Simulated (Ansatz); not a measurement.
The calculation used Ansatz 0.2.0, DFT PBE, scalar-relativistic, plane waves, PAW. Settings: cutoff 420 eV, Γ-centred meshes spaced at most about 0.3 Å⁻¹, and about 0.25 Å⁻¹ or finer for metals (2π included), Gaussian smearing. No spin polarisation.

Each guess is relaxed in cell and atoms at zero pressure, on a coarse mesh first where it starts far from rest and then on a converged one. The steps can't lower the symmetry of the start, but it can rise. Energies are static (0 K, no zero-point motion).

Two unrelaxed guesses for CdSe4:

A.

```cif
data_structure
_symmetry_space_group_name_H-M 'I4/m'
_symmetry_Int_Tables_number 87
_cell_length_a 7.4188
_cell_length_b 7.4188
_cell_length_c 4.5464
_cell_angle_alpha 90.000
_cell_angle_beta 90.000
_cell_angle_gamma 90.000
_cell_volume 250.23
loop_
_atom_site_label
_atom_site_type_symbol
_atom_site_symmetry_multiplicity
_atom_site_Wyckoff_symbol
_atom_site_fract_x
_atom_site_fract_y
_atom_site_fract_z
_atom_site_occupancy
Cd1 Cd 2 a 0.00000 0.00000 0.00000 1
Se1 Se 8 h 0.79539 0.39846 0.00000 1
```

B.

```cif
data_structure
_symmetry_space_group_name_H-M 'P-3m1'
_symmetry_Int_Tables_number 164
_cell_length_a 3.5320
_cell_length_b 3.5320
_cell_length_c 11.3569
_cell_angle_alpha 90.000
_cell_angle_beta 90.000
_cell_angle_gamma 120.000
_cell_volume 122.69
loop_
_atom_site_label
_atom_site_type_symbol
_atom_site_symmetry_multiplicity
_atom_site_Wyckoff_symbol
_atom_site_fract_x
_atom_site_fract_y
_atom_site_fract_z
_atom_site_occupancy
Cd1 Cd 1 a 0.00000 0.00000 0.00000 1
Se1 Se 2 d 0.33333 0.66667 0.86586 1
Se2 Se 2 d 0.33333 0.66667 0.37680 1
```

Question: Do they relax into the same structure? If not, which is lower?

Answer: No. A ends lower, by 105 meV/atom. A: I4/m at 25.0 Å³/atom → I4/m at 30.3 Å³/atom; B: P-3m1 at 24.5 Å³/atom → P-3m1 at 23.5 Å³/atom. Counting Se atoms around Cd (those within 1.25 times the shortest such distance or 1.15 times the sum of covalent radii), the end of A has Cd 4 and the end of B has Cd 6. The end of A holds Se–Se chains (shortest 2.51 Å); in the end of B the shortest Se–Se distance is 2.78 Å, near bonding range too. End of A. Conventional cell: a = 8.314 Å, c = 4.377 Å. Around Cd lie 4 Se at 2.78 Å; Se is surrounded by 2 Se at 2.51 Å and 1 Cd at 2.78 Å. End of B. Conventional cell: a = 3.889 Å, c = 8.963 Å. Around Cd lie 6 Se at 2.80 Å; around Se on its first site lie 3 Cd at 2.80 Å and 3 Se at 3.00 Å; Se on its second site has 3 Se at 2.78 Å and 3 Se at 3.00 Å.

Ends held by symmetry can be saddle points.
